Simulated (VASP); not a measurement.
**Na: equation of state with PBE**

Crystal: Na.

```xyz
2
Lattice="3.7670 0.0000 0.0000 -1.8835 3.2623 0.0000 0.0000 0.0000 6.1540" Properties=species:S:1:pos:R:3 pbc="T T T"
Na    1.8835    1.0874    4.6155
Na    0.0000    2.1749    1.5385
```

This isn't the form of Na at room conditions, which is bcc.

```
Program                : VASP 6.6.1
Task                   : equation of state
Functional             : PBE
Potentials or basis    : VASP PAW PBE potentials, release 64 (Na_pv)
Cutoff                 : 520 eV
k mesh                 : 8 × 8 × 5
Occupations            : fermi-dirac, width 0.05 eV
Spin                   : no spin polarisation
Further INCAR settings : ALGO = Normal; EDIFF = 1e-07; NBANDS = 14
```

| Item | Value |
| --- | --- |
| Equilibrium volume | 37.12 Å³/atom |
| Bulk modulus at fixed shape and positions | 7.7 GPa |
| Pressure derivative of the bulk modulus | 3.3 |

Energy against volume, from the lowest point:
| volume (Å³/atom) | energy (meV/atom) |
| --- | --- |
| 35.545 | 1.72 |
| 36.301 | 0.45 |
| 37.057 | 0.00 |
| 37.814 | 0.30 |
| 38.570 | 1.29 |
| 39.326 | 2.90 |
| 40.083 | 5.09 |

All runs of the series together: 2.2 min on 1 thread of Intel(R) Xeon(R) Platinum 8488C (Sapphire Rapids), on a shared host.

Caveat: the cell was scaled at fixed shape and fractional positions, which overstates the stiffness of a crystal with free parameters, most of all of layers and chains.
